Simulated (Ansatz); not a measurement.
# HfC (Pmm2) in Ansatz: reference runs

Aim: a first look at HfC with PBE, on the cell as given.

Program: Ansatz 0.2.0. These are calculated values, not measurements. Logs are shortened: lines on timing, memory, paths and dates and some standing lists are left out, and cuts for length are marked.

## (1) The cell of the first run

It takes space group Pmm2 (No. 25, orthorhombic). Conventional cell: a = 2.439 Å, b = 4.695 Å, c = 2.562 Å, α = 90.00°, β = 90.00°, γ = 90.00°. Hf (site symmetry mm2) is surrounded by 2 C at 2.43 Å and 4 Hf at 2.44 to 2.56 Å. C (site symmetry mm2) is surrounded by 2 Hf at 2.43 Å and 4 C at 2.44 to 2.56 Å.

The cell was built by a generator and needn't be a form met in nature.

## (2) Single point, PBE (as made, not relaxed: species swapped into the InSb type (Pmm2, No. 25))

The input, input.yaml:

```yaml
crystal:
  lattice:
    - [2.43942588, 0.0, 0.0]
    - [0.0, 4.69499661, 0.0]
    - [0.0, 0.0, 2.56227473]
  atoms:
    - { symbol: Hf, position: [0.0, 0.0, 0.0] }
    - { symbol: C, position: [0.0, 0.5, 0.75] }
hamiltonian:
  xc: pbe
  pseudopotentials: { kind: paw }
kpoints:
  mp_grid: { grid: [11, 6, 10] }
scf:
  occupations: { method: fermi_dirac, width: 0.05 }
output:
  forces: true
  stress: true
  eigenvalues: true
```

Potentials or basis: Ansatz PAW.

Started as:

```sh
$ ansatz run input.yaml --threads 2 --pin off --max-ram 5632MiB --backend cpu --events-out ev --progress --plain --runs-dir out
```

The program printed:

```text
Warning: RAYON_NUM_THREADS=2 ignored (pool sized by the plan → 2); use --threads N
Engine: ansatz 0.2.0, aarch64-unknown-linux-gnu
Pseudopotentials: kind: paw
Pseudopotential: Hf, paw, valence charge 26, recommended cutoff 420 eV (normal), Hf.paw.azcp
Pseudopotential: C, paw, valence charge 4, recommended cutoff 420 eV (normal), C.paw.azcp
Functional definition: PBE
  parameter kappa = 0.804
  parameter beta = 0.06672455060314922
  exchange = pbe_x(kappa = kappa, mu = beta*pi^2/3)
  correlation = pbe_c(beta = beta)
Crystal: 2 atoms, lattice volume = 29.346 Å³
Basis set: ecut = 420 eV, 559 PW (Γ), exchange–correlation on 36×64×36 points (8 copies of the dense FFT grid, shifted against one another)
Bands: 19, of which v1, the nominal top of the filled ones, is band 15 counted from 1 (14 counted from 0)
Symmetry: 4 space group operations
Space group: Pmm2 (ITA 25), of the structure as read, at distance tolerance 3.1e-5 Å
k-points: 144 of 660 (time reversal used)
Non-local potential: Hf, projectors of the file, l = 0: 3, l = 1: 2, l = 2: 2, l = 3: 3
Non-local potential: C, projectors of the file, l = 0: 2, l = 1: 2, l = 2: 1
PAW form: soft (Blöchl's): semilocal exchange-correlation on the pseudo side does not see the compensation charge
PAW one-centre angular grid: Hf, 590 points (default); XC on 64 Gauss nodes
PAW one-centre angular grid: C, 110 points (default); XC on 64 Gauss nodes
Initial density: superposition of atomic densities (neutral atoms: chi_scale 0, normalization atom), corrected by the library's trained network
Initial wavefunctions: pseudopotential atomic-orbital guess
Functional: x = pbe(κ = 0.804, μ = 0.2195149727645171), c = pbe(β = 0.06672455060314922)
SCF iter   1: F=—  HF=-15967.225004 eV  |F-HF|=—  |Δ(HF+E_count)|=         —  Δρ=7.54e-3  dr2=2.14e-2  ethr=1.77e-3  ⟨swp⟩=5.4  Hψ=11300  notcnv=0
preconditioner: auto → none  [metal: Δε(μ)=0.009 eV  Ē_g=16.397 eV  σ=0.050 eV  W_gap=0.05  n_scr=8 (ndim 8)  ℏωp=36.3 eV  f_vac=0.000  D(μ)=1.67/eV (n_scr^D=16)  sad-step TF]
SCF iter   2: F=—  HF=-15967.222360 eV  |F-HF|=—  |Δ(HF+E_count)|=   2.64e-3  Δρ=5.11e-3  dr2=1.45e-2  ethr=7.15e-5  ⟨swp⟩=1.4  Hψ=4059  notcnv=0
SCF iter   3: F=—  HF=-15967.220584 eV  |F-HF|=—  |Δ(HF+E_count)|=   1.78e-3  Δρ=1.59e-3  dr2=1.39e-3  ethr=4.84e-5  ⟨swp⟩=3.0  Hψ=5297  notcnv=0
SCF iter   4: F=—  HF=-15967.220114 eV  |F-HF|=—  |Δ(HF+E_count)|=   4.70e-4  Δρ=4.08e-4  dr2=5.62e-5  ethr=4.64e-6  ⟨swp⟩=2.0  Hψ=4705  notcnv=0
SCF iter   5: F=—  HF=-15967.220114 eV  |F-HF|=—  |Δ(HF+E_count)|=   4.90e-9  Δρ=1.10e-4  dr2=2.50e-6  ethr=1.87e-7  ⟨swp⟩=2.0  Hψ=4744  notcnv=0
SCF iter   6: F=—  HF=-15967.220115 eV  |F-HF|=—  |Δ(HF+E_count)|=   9.44e-7  Δρ=2.70e-5  dr2=1.28e-7  ethr=8.34e-9  ⟨swp⟩=2.1  Hψ=4796  notcnv=0
SCF iter   7: F=-15967.220115 eV  HF=-15967.220115 eV  |F-HF|=1.02e-9  |Δ(HF+E_count)|=   8.28e-8  Δρ=3.94e-6  dr2=1.92e-9  ethr=3.33e-10  ⟨swp⟩=5.2  Hψ=11625  notcnv=0
SCF 1 converged in 7 iterations: F = -15967.220115 eV  dr2 = 1.92e-9
SCF converged after 7 iterations
Free energy (F): -15967.220115 eV
Harris-Foulkes:  -15967.220115 eV  (|F-HF|=1.02e-9)
Internal energy: -15967.206823 eV  (E = F + TS)
E sigma→0 (E₀):  -15967.213469 eV
Entropy (-TS):   -0.013292 eV (-6.646 meV/atom)
Fermi energy:    16.645921 eV
--- Per-component energies (eV) ---
  E_band       = 8.846871
  E_kinetic    = 512.536832
  E_local      = -6534.586471  (includes V_loc(G=0)·N_el)
  E_nonlocal   = -1215.265137
  E_hartree    = 3080.932596
  E_xc         = -348.547633
  E_vxc        = -326.285982  (∫ρ·V_xc dr)
  E_paw        = -7028.434633  (= ΣΔE_a)
  E_vpaw       = 1410.584223  (= ΣTr[D̂ρ^β])
  E_aug_tail   = 0.000001  (compensation charges beyond the density's cutoff)
  E_ewald      = -4433.842378
  E_smearing   = -0.013292  (= −TS)
  E_closure    = 0.000000  (closes the sum)
  Σ components = -15967.220115   (vs F -15967.220115, Δ=0.00e0)
--- Forces (eV/Å), atoms counted from 1 ---
  atom   1  Hf     0.00000000     0.00000000     0.11289092
  atom   2  C      0.00000000     0.00000000    -0.11288092
  max |Σ_I F_I| component: 9.99e-6 eV/Å
--- Stress (GPa, compression-positive) ---
       56.494696       0.000000       0.000000
        0.000000     -50.342953       0.000000
        0.000000       0.000000      28.096147
  P = ⅓ Tr σ = 11.4160 GPa (114.160 kbar)
--- Band table (eV; the first three rows and the last of 144) ---
  k-point 0: bands = ["-44.9245", "-13.6631", "-12.3561", "-11.9066", "4.8183", "5.2929", "5.3603", "5.4341", "5.4358", "5.5138", "5.5782", "5.6042", "12.2551", "14.0832", "14.2700", "19.7012", "21.0462", "21.6751", "22.8541"]
  k-point 1: bands = ["-44.9002", "-13.6296", "-12.6447", "-11.8836", "4.9943", "5.2970", "5.3465", "5.4457", "5.4461", "5.5099", "5.5793", "5.5850", "12.6981", "14.0696", "14.6823", "19.0111", "21.1053", "21.7441", "21.9544"]
  k-point 2: bands = ["-44.8359", "-13.5407", "-13.3554", "-11.8230", "5.2970", "5.3063", "5.3952", "5.4762", "5.4764", "5.5000", "5.5828", "5.6663", "13.5043", "13.9729", "15.8189", "17.7414", "20.5115", "21.2586", "22.0508"]
  k-point 143: bands = ["-44.2509", "-15.1303", "-14.3931", "-12.8313", "5.3090", "5.3727", "5.4004", "5.4887", "5.5090", "5.5460", "5.5828", "10.5502", "12.2450", "14.2700", "14.9318", "16.3763", "17.9391", "19.5453", "23.5782"]
```

It took 4.3 s on 2 threads of Arm Neoverse V1, shared host; peak memory 0.37 GiB.

What came out:

- Free energy: -15967.2201 eV
- Pressure: 11.4 GPa
- Largest force: 0.113 eV/Å
- Band gap on the k mesh: none (metal or under the smearing width)

Forces in eV/Å, atoms in the order of the input:
```
Hf   0.000  0.000  0.113
C    0.000  0.000 -0.113
```

The run has no spin-orbit coupling, so splittings on Hf are missing.
